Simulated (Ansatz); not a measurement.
## FeO: the change of energy less free atoms and pressure with volume per atom

Results calculated with Ansatz 0.2.0, not measured. Periodic Kohn-Sham DFT of a crystal at fixed atoms; pressure and stress are positive in compression; the energy is the free energy less that of spherical unpolarised free atoms; site moments are those in the method's own spheres, positive along +z.

Cell of the first row (space group R-3m, No. 166):
```
CELL_PARAMETERS angstrom
1.49200 0.86140 2.47310
-1.49200 0.86140 2.47310
0.00000 -1.72280 2.47310
ATOMIC_POSITIONS crystal
Fe 0.00000 0.00000 0.00000
O 0.50000 0.50000 0.50000
```

Settings of every row: method all-electron LAPW; functional PBE; relativity scalar; k mesh 16x16x16; filling fermi-dirac; smearing width 0.03 eV; basis error target 0.5 meV/atom; nucleus gaussian.

Atom:
```
element  start moment (bohr magneton)
     Fe                             3
      O                             0
```

Limits: semilocal functional can close the gap of open d or f salts; with one magnetic atom in the cell only parallel moments are possible.

```
row  volume per atom (Å³)  energy less free atoms (eV/atom)  pressure (GPa)
  1                 9.535                           -7.8779           9.691
  2                 9.786                                 ?               ?
  3                10.037                           -7.8911          -0.798
  4                10.288                           -7.8865          -5.048
  5                10.539                           -7.8756          -8.738
```

Cell moment is 4 bohr magneton in every row.

Question: what energy less free atoms and pressure should row 2 give?

Worked fit of energy less free atoms. Take u = (V_r/V)^(2/3) − 1 with V_r = 10.163 Å³ an atom, which is twice the finite (Eulerian) strain; such expansions in the strain, on which the Birch-Murnaghan equation of state is built, carry the rest volume and the bulk modulus. The shown rows have u = 0.04344, 0.00835, -0.00812, -0.02393. Least squares give energy less free atoms = −7.88963 − 0.2821 × u + 12.711 × u² eV/atom; a straight line predicts inner rows, each left out in turn, worse (root mean square 0.0088 against 1.7e-06 eV/atom). All shown rows lie on it to the printed digit. Its lowest point lies at u = 0.0111, or V = 9.996 Å³ an atom, and the curvature there gives the bulk modulus at fixed shape and fractions, B = (4/9)(1 + u)² E″(u)/V = 185 GPa. Letting shape and atoms relax would as a rule lower it, by much in layered, chain or molecular crystals. The withheld row has u = 0.02552, so the fit gives −7.88963 − 0.2821 × (0.02552) + 12.711 × (0.02552)² = -7.8886 eV/atom.

The calculation gave -7.8886 eV/atom. The fit meets it to the printed digit.

Worked fit of pressure. Take u = (V_r/V)^(2/3) − 1 with V_r = 10.163 Å³ an atom, which is twice the finite (Eulerian) strain; such expansions in the strain, on which the Birch-Murnaghan equation of state is built, carry the rest volume and the bulk modulus. The shown rows have u = 0.04344, 0.00835, -0.00812, -0.02393. Least squares give pressure = −3.0064 + 258.225 × u + 784.14 × u² GPa; a straight line predicts inner rows, each left out in turn, worse (root mean square 0.54 against 0.007 GPa). The rows lie off it by 0.000, -0.002, 0.003, -0.001. The pressure vanishes at u = 0.0113, or V = 9.994 Å³ an atom, and there the bulk modulus at fixed shape and fractions is B = −V dP/dV = (2/3)(1 + u) dP/du = 186 GPa. Letting shape and atoms relax would as a rule lower it, by much in layered, chain or molecular crystals. The withheld row has u = 0.02552, so the fit gives −3.0064 + 258.225 × (0.02552) + 784.14 × (0.02552)² = 4.094 GPa.

The calculation gave 4.081 GPa. The fit lies 0.013 GPa (0.071 % of the column's range) above it; its largest miss of a shown row is 0.003 GPa.
